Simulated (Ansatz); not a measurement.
Input of an Ansatz 0.2.0 run:

Contents of input.yaml:

```yaml
crystal:
  lattice:
    - [0.0, 2.47502, 2.47502]
    - [2.47502, 0.0, 2.47502]
    - [2.47502, 2.47502, 0.0]
  atoms:
    - { symbol: Pb, position: [0.0, 0.0, 0.0] }
hamiltonian:
  xc: pbesol
  pseudopotentials: { kind: paw }
  dispersion: d4
kpoints:
  mp_grid: { grid: [9, 9, 9] }
scf:
  occupations: { method: fermi_dirac, width: 0.05 }
output:
  forces: true
  stress: true
relax:
  f_tol: 0.01
  max_steps: 40
  cell: { stress_tol: 0.05 }
```

Potentials or basis: Ansatz PAW.

Command:

```sh
$ ansatz run input.yaml --threads 2 --pin off --max-ram 5632MiB --backend cpu --events-out ev --progress --plain --runs-dir out
```

Q: What does it give for the relaxed volume?

A: 29.16 Å³/atom.

Q: Estimate the relaxed cell.

A: a = 3.455 Å, b = 3.455 Å, c = 3.455 Å, α = 60.00°, β = 60.00°, γ = 60.00°.

The path:
| step | energy change (eV) | largest force (eV/Å) | volume (Å³) |
| --- | --- | --- | --- |
| 1 | 0.0000 | 0.0000 | 30.32 |
| 2 | -0.0075 | 0.0000 | 29.01 |
| 3 | -0.0076 | 0.0000 | 29.16 |
| 4 | -0.0074 | 0.0000 | 29.16 |

Caveat: the plane-wave basis is chosen anew once the cell has moved, so the energies of steps on either side of that aren't comparable; the PAW data sets come from PBE, with cores solved anew for the run's functional, which leaves a small shift of forces and pressure. Spin-orbit coupling is left out, which matters for the levels of Pb.

The cell as given is a measured one (30.32 Å³/atom); PBEsol+D4 puts the equilibrium volume -3.8 % from it, thermal expansion not counted.
